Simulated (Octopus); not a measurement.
# W (Im-3m) in Octopus: reference runs

How does W come out in PBE? The cell is run as given, and energy against volume gives the equilibrium volume and stiffness.

Program: Octopus 16.4. These are calculated values, not measurements. Logs are shortened: lines on timing, memory, paths and dates and some standing lists are left out, and cuts for length are marked.

### 1 The structure

It takes space group Im-3m (No. 229, cubic). The conventional cell has a = 3.165 Å, b = 3.165 Å, c = 3.165 Å, α = 90.00°, β = 90.00°, γ = 90.00°. W (site symmetry m-3m) is surrounded by 8 W at 2.74 Å.

### 2 Equation of state, PBE, 15.85 Å³/atom

inp reads:

```
CalculationMode = gs
UnitsOutput = eV_Angstrom
PeriodicDimensions = 3
ExperimentalFeatures = yes
PseudopotentialSet = pseudodojo_pbe
%LatticeParameters
 1*angstrom | 1*angstrom | 1*angstrom
%
%LatticeVectors
 -1.582345 | 1.582345 | 1.582345
 1.582345 | -1.582345 | 1.582345
 1.582345 | 1.582345 | -1.582345
%
%ReducedCoordinates
 "W" | 0 | 0 | 0
%
%Spacing
 0.13703510*angstrom | 0.13703510*angstrom | 0.13703510*angstrom
%
DerivativesOrder = 8
%KPointsGrid
 12 | 12 | 12
%
KPointsUseSymmetries = yes
XCFunctional = gga_x_pbe + gga_c_pbe
SmearingFunction = fermi_dirac
Smearing = 0.05*eV
ExtraStates = 7
Eigensolver = chebyshev_filter
ConvRelDens = 3e-7
MaximumIter = 120
```

Potentials or basis: pseudodojo_pbe (PseudoDojo 0.5, PBE).

Command:

```bash
$ OMP_NUM_THREADS=1 octopus > out.log
```

out.log:

```text
Running octopus

Version                : 16.4
Optional libraries     :

************************** Calculation Mode **************************
Input: [CalculationMode = gs]
**********************************************************************

Input: [SpinComponents = unpolarized]

******************************* Space ********************************
Octopus will run in 3 dimension(s).
Octopus will treat the system as periodic in 3 dimension(s).
**********************************************************************

Input: [AllElectronType = no]
Input: [PseudopotentialSet = pseudodojo_pbe]
Reading Coordinates from ReducedCoordinates block

****************************** Species *******************************
  Species 'W'
    type             : pseudopotential
    file             : 'W.upf'
    file format      : UPF2
    valence charge   : 14.0
    atomic number    :  74
    form on file     : kleinman-bylander
    lmax             : 3
    llocal           : -1
    projectors per l : 2
    total projectors : 8
    application form : kleinman-bylander
    orbitals         : 10
    bound orbitals   : 10

**********************************************************************

***************************** Symmetries *****************************
Space group No.  229
International: Im-3m
Schoenflies: Oh^9
Info: The system has    48 symmorphic symmetries that can be used.
  Index                Rotation matrix                      Fractional translations
    1 :     1   0   0     0   1   0     0   0   1      0.000000    0.000000    0.000000
    2 :    -1   0   0     0  -1   0     0   0  -1      0.000000    0.000000    0.000000
    3 :     0   0  -1     1   1   1     0  -1   0      0.000000    0.000000    0.000000
    4 :     0   0   1    -1  -1  -1     0   1   0      0.000000    0.000000    0.000000
    5 :     0   1   0     1   0   0    -1  -1  -1      0.000000    0.000000    0.000000
    6 :     0  -1   0    -1   0   0     1   1   1      0.000000    0.000000    0.000000
[... 40 lines left out ...]
   47 :     0   0  -1    -1   0   0     1   1   1      0.000000    0.000000    0.000000
   48 :     0   0   1     1   0   0    -1  -1  -1      0.000000    0.000000    0.000000
Info: The system also has     0 nonsymmorphic symmetries (not used for electrons).
**********************************************************************

Input: [CurvMethod = curv_affine]
Input: [DerivativesStencil = stencil_stargeneral]

****************************** Lattice *******************************
  Lattice Vectors [A]
   -1.582345    1.582345    1.582345
    1.582345   -1.582345    1.582345
    1.582345    1.582345   -1.582345
  Cell volume =            15.8476 [A^3]
  Reciprocal-Lattice Vectors [A^-1]
   -0.000000    1.985403    1.985403
    1.985403   -0.000000    1.985403
    1.985403    1.985403   -0.000000
  Cell angles [degree]
    alpha =  109.471
    beta  =  109.471
    gamma =  109.471
**********************************************************************

Checking if the generated full k-point grid is symmetric

    72 k-points generated from parameters :
 ---------------------------------------------------
    n =   12   12   12

    s1  =  0.00  0.00  0.00

   index |      weight  |             coordinates              |
       1 |     0.000579 |    0.000000    0.000000    0.000000  |
       2 |     0.006944 |    0.083333    0.000000    0.000000  |
       3 |     0.013889 |    0.083333    0.083333    0.000000  |
       4 |     0.004630 |    0.083333    0.083333    0.083333  |
       5 |     0.003472 |   -0.083333    0.083333    0.083333  |
       6 |     0.006944 |    0.166667    0.000000    0.000000  |
[... 64 lines left out ...]
      71 |     0.006944 |   -0.416667    0.500000    0.416667  |
      72 |     0.000579 |    0.500000    0.500000    0.500000  |

Input: [SmearingFunction = fermi_dirac]
Input: [SymmetrizeDensity = yes]

******************************* States *******************************
Total electronic charge  =       14.000
Number of states         =       14
States block-size        =        4
**********************************************************************
[... 5 lines left out ...]
Simulation Box:
  Type = parallelepiped
  Lengths [A] = (   2.741,   2.741,   2.741)
Main mesh:
  Spacing [A] = ( 0.137, 0.137, 0.137)    volume/point [A^3] =      0.00198
  # inner mesh =       8000
  # total mesh =      35702
  Grid Cutoff [eV] =  2002.437727    Grid Cutoff [Ry] =   147.176471
**********************************************************************

Input: [StatesPack = yes]
Input: [StatesOrthogonalization = cholesky_serial]

**************************** Theory Level ****************************
Input: [TheoryLevel = kohn_sham]

Exchange-correlation:
  Exchange
    Perdew, Burke & Ernzerhof (GGA)
    [1] J. P. Perdew, K. Burke, and M. Ernzerhof.,  Phys. Rev. Lett. 77, 3865 (1996)
    [2] J. P. Perdew, K. Burke, and M. Ernzerhof.,  Phys. Rev. Lett. 78, 1396 (1997)
  Correlation
    Perdew, Burke & Ernzerhof (GGA)
    [1] J. P. Perdew, K. Burke, and M. Ernzerhof.,  Phys. Rev. Lett. 77, 3865 (1996)
    [2] J. P. Perdew, K. Burke, and M. Ernzerhof.,  Phys. Rev. Lett. 78, 1396 (1997)

**********************************************************************
[... 5 lines left out ...]
**********************************************************************

Info: FFT grid dimensions       = 20 x 20 x 20
      Total grid size           = 8000 (      0.1 MiB )
Input: [FilterPotentials = filter_TS]
Info: Pseudopotential for W
  Radii for localized parts:
    local part     =  1.4 A
    non-local part =  1.6 A
    orbitals       =  5.6 A

Input: [RelativisticCorrection = non_relativistic]
Input: [DFTULevel = dft_u_none]
Input: [MagneticConstrain = 0]

[... 7 lines left out ...]
      Block       1 contains       4 states:       1 -       4
      Block       2 contains       4 states:       5 -       8
      Block       3 contains       4 states:       9 -      12
      Block       4 contains       2 states:      13 -      14
Info: Ground-state allocation done.
Info: Could not find 'restart/gs' directory for restart.
[... 5 lines left out ...]

**************************** Eigensolver *****************************
Input: [Eigensolver = chebyshev_filter]
Input: [SubspaceDiagonalization = standard]
**********************************************************************

Input: [MixField = potential] (what to mix during SCF cycles)
Input: [MixingScheme = broyden]
Info: Mixing uses    4 steps and restarts after   20 steps.
Input: [LCAOStart = lcao_states]
Input: [LCAOScaleFactor = 1.000]
Input: [LCAOMaximumOrbitalRadius = 10.58 A]

** Warning:
**   Cannot do LCAO for all states because there are not enough atomic orbitals.
**   Required: 14. Available: 10. 4 orbitals will be randomized.

Info: Unnormalized total charge =     14.002611
Info: Renormalized total charge =     14.000000
Info: Setting up Hamiltonian.
Info: Performing initial LCAO calculation with     10 orbitals.
Info: Getting Hamiltonian matrix elements.

Eigenvalues [eV]
 #st  Spin   Eigenvalue      Occupation
#k =       1, k = (  0.000000,  0.000000,  0.000000)
   1   --   -59.105964       2.000000
   2   --   -22.842080       2.000000
   3   --   -22.842080       2.000000
   4   --   -22.842074       2.000000
   5   --     4.286256       2.000000
   6   --    13.106246       2.000000
   7   --    13.106246       2.000000
   8   --    13.106508       2.000000
   9   --    16.752396       2.000000
  10   --    16.752396       2.000000
#k =       2, k = (  0.083333,  0.000000,  0.000000)
   1   --   -59.081776       2.000000
   2   --   -22.856635       2.000000
   3   --   -22.831893       2.000000
   4   --   -22.827798       2.000000
   5   --     4.618115       2.000000
   6   --    13.333490       2.000000
   7   --    13.576255       2.000000
   8   --    13.578057       2.000000
   9   --    17.066357       2.000000
  10   --    17.208381       2.000000
[... 70 further k-points ...]
Fermi energy =    22.292810 eV
Generating random wavefunctions for states       11 and above
Orthogonalizing wavefunctions.
Info: Ground-state restart information will be written to 'restart/gs'.
Info: SCF using complex wavefunctions.
Info: Starting SCF iteration.

** Warning:
**   Symmetrization discrepancy ratio (scalar) =  8.26723E-02

*********************** SCF CYCLE ITER #    1 ************************
 etot  = -2.04722169E+03 abs_ev   =  4.74E+01 rel_ev   =  2.43E-01
 ediff =        7.52E+01 abs_dens =  7.53E-01 rel_dens =  5.38E-02
Matrix vector products: 1800
Converged eigenvectors: 0

#  State  KPoint  Eigenvalue [eV]  Occupation    Error
      1       1      -59.108376    2.000000   ( 2.0E-06)
      1       2      -59.098909    2.000000   ( 7.6E-06)
      1       5      -59.089603    2.000000   ( 7.1E-06)
      1       3      -59.081208    2.000000   ( 1.3E-05)
      1       6      -59.072977    2.000000   ( 1.1E-05)
      1       9      -59.064114    2.000000   ( 7.2E-06)
      1       4      -59.058222    2.000000   ( 1.3E-05)
      1       7      -59.050441    2.000000   ( 2.5E-06)
[... 23 lines left out ...]
     14       3       40.616397    0.000000   ( 1.8E-01)
     14      45       40.952785    0.000000   ( 2.1E-01)
     14      61       41.133177    0.000000   ( 2.5E-01)
     14       2       41.407989    0.000000   ( 1.9E-01)
     14       5       41.491999    0.000000   ( 2.4E-01)
     14       1       42.868887    0.000000   ( 2.1E-01)
     14      55       44.105184    0.000000   ( 2.3E-01)
     14      60       44.788951    0.000000   ( 2.5E-01)

Density of states:

------------------------%---------------------------------------------
------------------------%---------------------------------------------
------------------------%---------------------------------------------
------------------------%---------------------------------------------
------------------------%---------------------------------------------
%-----------------------%----------------------%---%------------------
%----------------------%%----------------------%---%------------------
%----------------------%%--------------------%%%--%%------------------
%----------------------%%--------------------%%%%%%%%---%%%%%%--%-----
%----------------------%%-------------------%%%%%%%%%%%%%%%%%%%%%%----
                                                 ^

Fermi energy =    14.147695 eV

**********************************************************************

** Warning:
**   Symmetrization discrepancy ratio (scalar) =  8.23100E-02

*********************** SCF CYCLE ITER #    2 ************************
 etot  = -2.05481896E+03 abs_ev   =  5.07E+00 rel_ev   =  2.54E-02
 ediff =        2.79E-01 abs_dens =  7.10E-02 rel_dens =  5.07E-03
Matrix vector products: 1800
Converged eigenvectors: 0
[... 127 lines left out ...]
*********************** SCF CYCLE ITER #   13 ************************
 etot  = -2.06407860E+03 abs_ev   =  1.69E-05 rel_ev   =  8.24E-08
 ediff =        9.78E-07 abs_dens =  7.79E-07 rel_dens =  5.56E-08
Matrix vector products: 1800
Converged eigenvectors: 0

#  State  KPoint  Eigenvalue [eV]  Occupation    Error
      1       1      -60.388475    2.000000   ( 1.5E-07)
      1       2      -60.379563    2.000000   ( 1.5E-07)
      1       5      -60.370800    2.000000   ( 1.5E-07)
      1       3      -60.362902    2.000000   ( 1.5E-07)
      1       6      -60.355155    2.000000   ( 1.5E-07)
      1       9      -60.346802    2.000000   ( 1.6E-07)
      1       4      -60.341278    2.000000   ( 1.5E-07)
      1       7      -60.333948    2.000000   ( 1.6E-07)
[... 23 lines left out ...]
     14      38       36.762059    0.000000   ( 9.6E-02)
     14      34       36.924738    0.000000   ( 9.1E-02)
     14      36       36.983374    0.000000   ( 3.6E-02)
     14      72       37.059120    0.000000   ( 6.8E-02)
     14       3       38.161109    0.000000   ( 6.8E-02)
     14       2       38.511905    0.000000   ( 6.0E-02)
     14      45       39.123604    0.000000   ( 5.3E-02)
     14       1       40.545558    0.000000   ( 3.8E-02)

Density of states:

-------------------------%--------------------------------------------
-------------------------%--------------------------------------------
-------------------------%--------------------------------------------
------------------------%%--------------------------------------------
%-----------------------%%-----------------------%--------------------
%-----------------------%%-----------------------%---%----------------
%-----------------------%%---------------------%-%--%%----------------
%-----------------------%%---------------------%%%%-%%------%%%--%----
%-----------------------%%---------------------%%%%%%%%---%%%%%%%%%---
%-----------------------%%--------------------%%%%%%%%%%%%%%%%%%%%%---
                                                   ^

Fermi energy =    13.715081 eV

**********************************************************************

Info: SCF converged in   13 iterations

** Warning:
**   Some of the states are not fully converged!

Info: Number of matrix-vector products:      23400
Info: Finished writing information to 'restart/gs'.

Octopus emitted 16 warnings.
```

Run time: 4.1 min. Hardware: 1 thread of Arm Neoverse V1, shared host; peak memory 0.69 GiB.

What came out:

```
Free energy            : -2064.0834 eV
Band gap on the k mesh : none (metal or under the smearing width)
```

### 3 Equation of state, PBE, 15.53 Å³/atom (volume scaled by 0.98)

Changes to inp since step 2:

```diff
@@ -9,5 +9,5 @@
 %LatticeVectors
- -1.582345 | 1.582345 | 1.582345
- 1.582345 | -1.582345 | 1.582345
- 1.582345 | 1.582345 | -1.582345
+ -1.5717249149 | 1.5717249149 | 1.5717249149
+ 1.5717249149 | -1.5717249149 | 1.5717249149
+ 1.5717249149 | 1.5717249149 | -1.5717249149
 %
@@ -17,3 +17,3 @@
 %Spacing
- 0.13703510*angstrom | 0.13703510*angstrom | 0.13703510*angstrom
+ 0.13611537*angstrom | 0.13611537*angstrom | 0.13611537*angstrom
 %
```

Potentials or basis: pseudodojo_pbe (PseudoDojo 0.5, PBE).

Command:

```bash
$ OMP_NUM_THREADS=1 octopus > out.log
```

out.log:

```text
Running octopus

Version                : 16.4
Optional libraries     :

************************** Calculation Mode **************************
Input: [CalculationMode = gs]
**********************************************************************

Input: [SpinComponents = unpolarized]

******************************* Space ********************************
Octopus will run in 3 dimension(s).
Octopus will treat the system as periodic in 3 dimension(s).
**********************************************************************

Input: [AllElectronType = no]
Input: [PseudopotentialSet = pseudodojo_pbe]
Reading Coordinates from ReducedCoordinates block

****************************** Species *******************************
  Species 'W'
    type             : pseudopotential
    file             : 'W.upf'
    file format      : UPF2
    valence charge   : 14.0
    atomic number    :  74
    form on file     : kleinman-bylander
    lmax             : 3
    llocal           : -1
[... 503 lines left out ...]
 etot  = -2.06406336E+03 abs_ev   =  1.06E-04 rel_ev   =  5.27E-07
 ediff =        5.92E-06 abs_dens =  2.04E-06 rel_dens =  1.46E-07
Matrix vector products: 1800
Converged eigenvectors: 0

#  State  KPoint  Eigenvalue [eV]  Occupation    Error
      1       1      -60.016619    2.000000   ( 2.2E-07)
      1       2      -60.006874    2.000000   ( 2.1E-07)
      1       5      -59.997293    2.000000   ( 2.2E-07)
      1       3      -59.988651    2.000000   ( 1.6E-07)
      1       6      -59.980177    2.000000   ( 2.2E-07)
      1       9      -59.971049    2.000000   ( 2.2E-07)
      1       4      -59.964988    2.000000   ( 2.1E-07)
      1       7      -59.956975    2.000000   ( 2.2E-07)
[... 23 lines left out ...]
     14      32       37.331262    0.000000   ( 8.3E-02)
     14      34       37.437484    0.000000   ( 9.2E-02)
     14      36       37.529383    0.000000   ( 4.3E-02)
     14      72       37.827160    0.000000   ( 6.7E-02)
     14       3       39.002627    0.000000   ( 7.5E-02)
     14       2       39.145427    0.000000   ( 6.1E-02)
     14      45       39.651638    0.000000   ( 5.4E-02)
     14       1       41.221525    0.000000   ( 4.7E-02)

Density of states:

------------------------%---------------------------------------------
------------------------%%--------------------------------------------
------------------------%%--------------------------------------------
------------------------%%--------------------------------------------
%-----------------------%%-----------------------%--------------------
%-----------------------%%----------------------%%--%%----------------
%-----------------------%%---------------------%%%--%%--------%--%----
%-----------------------%%---------------------%%%%%%%------%%%--%----
%-----------------------%%--------------------%%%%%%%%%--%%%%%%%%%%---
%-----------------------%%--------------------%%%%%%%%%%%%%%%%%%%%%---
                                                  ^

Fermi energy =    14.074741 eV

**********************************************************************

Info: SCF converged in   13 iterations

** Warning:
**   Some of the states are not fully converged!

Info: Number of matrix-vector products:      23400
Info: Finished writing information to 'restart/gs'.

Octopus emitted 16 warnings.
```

static/info:

```text
**

********************** Brillouin zone sampling ***********************
Dimensions of the k-point grid      = 12 12 12
Total number of k-points            = 1728
Number of symmetry-reduced k-points = 72

List of k-points:
[... 1201 lines left out ...]
      rel_energy =  7.80539197E-08 ( 0.00000000E+00)
      abs_dens =  2.04170330E-06 ( 0.00000000E+00)
      rel_dens =  1.45835950E-07 ( 3.00000000E-07)
      abs_evsum =  1.05845233E-04 ( 0.00000000E+00) [eV]
      rel_evsum =  5.27475829E-07 ( 0.00000000E+00)

Forces on the ions [eV/A]
 Ion                        x              y              z
   1         W   0.00000000E+00   0.00000000E+00   0.00000000E+00
 ----------------------------------------------------------
 Max abs force   0.00000000E+00   0.00000000E+00   0.00000000E+00
   Total force   0.00000000E+00   0.00000000E+00   0.00000000E+00
```

It took 3.8 min on 1 thread of Arm Neoverse V1, shared host; peak memory 0.69 GiB.

Results:

```yaml
Free_energy: -2064.0684 eV
Band_gap_on_the_k_mesh: none (metal or under the smearing width)
```

### 4 Equation of state, PBE, 16.16 Å³/atom (volume scaled by 1.02)

Changes to inp since step 3:

```diff
@@ -9,5 +9,5 @@
 %LatticeVectors
- -1.5717249149 | 1.5717249149 | 1.5717249149
- 1.5717249149 | -1.5717249149 | 1.5717249149
- 1.5717249149 | 1.5717249149 | -1.5717249149
+ -1.5928244114 | 1.5928244114 | 1.5928244114
+ 1.5928244114 | -1.5928244114 | 1.5928244114
+ 1.5928244114 | 1.5928244114 | -1.5928244114
 %
@@ -17,3 +17,3 @@
 %Spacing
- 0.13611537*angstrom | 0.13611537*angstrom | 0.13611537*angstrom
+ 0.13794264*angstrom | 0.13794264*angstrom | 0.13794264*angstrom
 %
```

Command:

```bash
$ OMP_NUM_THREADS=1 octopus > out.log
```

It took 3.9 min on 1 thread of Arm Neoverse V1, shared host; peak memory 0.69 GiB.

The run converged. Its results:

| Quantity | Value |
| --- | --- |
| Free energy | -2064.0882 eV |
| Band gap on the k mesh | none (metal or under the smearing width) |

### 5 Equation of state, PBE, 15.21 Å³/atom (volume scaled by 0.96)

Changes to inp since step 4:

```diff
@@ -9,5 +9,5 @@
 %LatticeVectors
- -1.5928244114 | 1.5928244114 | 1.5928244114
- 1.5928244114 | -1.5928244114 | 1.5928244114
- 1.5928244114 | 1.5928244114 | -1.5928244114
+ -1.5609593379 | 1.5609593379 | 1.5609593379
+ 1.5609593379 | -1.5609593379 | 1.5609593379
+ 1.5609593379 | 1.5609593379 | -1.5609593379
 %
@@ -17,3 +17,3 @@
 %Spacing
- 0.13794264*angstrom | 0.13794264*angstrom | 0.13794264*angstrom
+ 0.13518304*angstrom | 0.13518304*angstrom | 0.13518304*angstrom
 %
@@ -31 +31,6 @@
 MaximumIter = 120
+%Output
+ density | cube
+ elf | cube
+ potential | cube
+%
```

Command:

```bash
$ OMP_NUM_THREADS=1 octopus > out.log
```

It took 3.7 min on 1 thread of Arm Neoverse V1, shared host; peak memory 0.69 GiB.

The run converged. Its results:

```
Free energy            : -2064.0365 eV
Band gap on the k mesh : none (metal or under the smearing width)
```

(Part 1 of 2 ends here.)
